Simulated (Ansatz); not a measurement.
TaN:

```
CELL_PARAMETERS angstrom
2.92177 0.00000 0.00000
-1.46088 2.53033 0.00000
0.00000 0.00000 5.91652
ATOMIC_POSITIONS crystal
Ta 0.00000 0.00000 0.50000
Ta 0.00000 0.00000 0.00000
N 0.33333 0.66667 0.25000
N 0.66667 0.33333 0.75000
```

The cell comes from a database or a generator and needn't be the stable form of this composition.

- Program: Ansatz 0.2.0
- Task: relaxation of cell and atoms
- Functional: BLYP
- Potentials or basis: Ansatz PAW
- Cutoff: 420 eV (not typed: the program's choice for these potentials)
- k mesh: 10 × 10 × 5
- Occupations: fermi-dirac, width 0.05 eV
- Spin: no spin polarisation

At the start: volume 10.94 Å³/atom.

Task: Where does the relaxation end?

Result: It ends after 7 steps and the volume is 11.28 Å³/atom (+3.2 %); space group P6_3/mmc (No. 194, to 0.05 Å).

Step by step:
| step | energy change (eV) | largest force (eV/Å) | volume (Å³) |
| --- | --- | --- | --- |
| 1 | 0.0000 | 0.0000 | 43.74 |
| 2 | 0.0001 | 0.0000 | 46.03 |
| 3 | -0.0360 | 0.0000 | 45.17 |
| 4 | -0.0364 | 0.0000 | 45.10 |
| 5 | -0.0416 | 0.0000 | 45.10 |
| 6 | -0.0415 | 0.0000 | 45.12 |
| 7 | -0.0416 | 0.0000 | 45.12 |

Final structure:
```
Ta N
1.0
     2.95543    0.00000    0.00000
    -1.47772    2.55948    0.00000
     0.00000    0.00000    5.96514
Ta N
2 2
Direct
  0.00000 0.00000 0.50000
  0.00000 0.00000 0.00000
  0.33333 0.66667 0.25000
  0.66667 0.33333 0.75000
```

Caveat: the plane-wave basis is chosen anew once the cell has moved, so the energies of steps on either side of that aren't comparable; the pressure holds a Pulay correction of +0.5 GPa for the finite cutoff; the PAW data sets come from PBE, with cores solved anew for the run's functional, which leaves a small shift of forces and pressure.
